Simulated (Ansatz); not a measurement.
# MoSi2 (P6_222) from LDA to hybrids

All numbers come from the PAW code Ansatz. Calculated for a static, non-magnetic cell.

Structure: MoSi2 (P6_222) from a database structure, at its r2SCAN minimum. Space group P6_222 (No. 180), hexagonal; a = 4.584 Å, c = 6.577 Å in the conventional setting, 13.30 Å³ an atom. Around Si lie 5 Si at 2.55–2.67 Å and 5 Mo at 2.57–2.67 Å; around Mo lie 10 Si at 2.57–2.67 Å.

Relaxed lattice by functional, symmetry kept:
```csv
functional,k mesh,a (Å),c (Å),volume (Å³/atom)
PBE,6×6×4,4.613,6.610,13.53
r2SCAN,6×6×4,4.584,6.577,13.30
PBEsol,6×6×4,4.575,6.567,13.22
LDA,6×6×4,4.551,6.532,13.01
```

Gaps on the r2SCAN cell, each the least over its mesh and the special points:

| level | k mesh | gap (eV) | kind | edges | least direct gap (eV) | rough cost |
| --- | --- | --- | --- | --- | --- | --- |
| LDA | 6×6×4 | 0.03 | indirect | L → M | 0.50 | 17 core-seconds |
| PBE | 6×6×4 | 0.05 | indirect | L → M | 0.54 | 30 core-seconds |
| PBE+SOC | 6×6×4 | 0.05 | indirect | L → M | 0.54 | 110 core-seconds |
| r2SCAN | 6×6×4 | 0.16 | indirect | L → M | 0.69 | 28 core-seconds |
| HSE06 | 6×6×2 | 0.54 | indirect | L → M | 1.11 | 11 core-minutes |
| PBE0 | 6×6×2 | 1.17 | indirect | L → M | 1.77 | 12 core-minutes |

LDA, PBE, PBE+SOC, r2SCAN, HSE06: smearing of 0.02 eV; the others have fixed occupations.
Wave cutoffs: 420 eV, 500 eV (r2SCAN).
Costs come from shared machines and give only the order; PBE's includes the band path. The runs had 4 threads of Intel(R) Xeon(R) Platinum 8259CL CPU @ 2.50GHz (Skylake/Cascade Lake), with other jobs on the host.

With HSE06 the valence top lies at L and the conduction bottom at M, 0.54 eV higher; the smallest vertical gap, at L, is 1.11 eV. Spin-orbit coupling changes the PBE gap by 0.00 eV, to 0.05 eV.

r2SCAN covers 21 % of the step from PBE to HSE06, while HSE06 needs about 24 times r2SCAN's cost (on a coarser mesh). For gaps to 0.1 eV, spin-orbit coupling (up to 0.01 eV here) can be left out. All these functionals give a gap of the same kind, indirect.

Only the levels marked +SOC include spin-orbit coupling.

Gaps or overlaps of about a tenth of an eV are at the limit of these meshes: between the points read a gap can be smaller or closed.

The meshes of the hybrids are coarse, so their gaps aren't converged to the digits shown.
